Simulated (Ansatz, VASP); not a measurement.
As in VASP and in Ansatz

```
CELL_PARAMETERS angstrom
2.72930 0.00000 0.00000
0.00000 2.72930 0.00000
0.00000 0.00000 2.72930
ATOMIC_POSITIONS crystal
As 0.00000 0.00000 0.00000
```

Alike in both runs: functional PBE; k mesh 13 × 13 × 13; occupations fermi-dirac, width 0.03 eV; no spin polarisation.

Ansatz relaxed the structure, and its values are those at the end. VASP's run is a single point on that final structure, the one shown.

|  | VASP | Ansatz |
| --- | --- | --- |
| version | VASP 6.6.1 | Ansatz 0.2.0 |
| potentials or method | VASP PAW PBE potentials, release 64 (As) | PAW with Ansatz's default frozen-core files, scalar-relativistic |
| plane-wave cutoff (eV) | 520 | 420 |
| valence electrons in the cell | 5 | 15 |

```csv
,VASP,Ansatz,Ansatz less VASP
pressure (GPa),0.2,0.0,-0.16
```

The functional is the same, so the differences come from potentials, cutoffs and numerics. The two sets of potentials don't hold the same shells in valence.
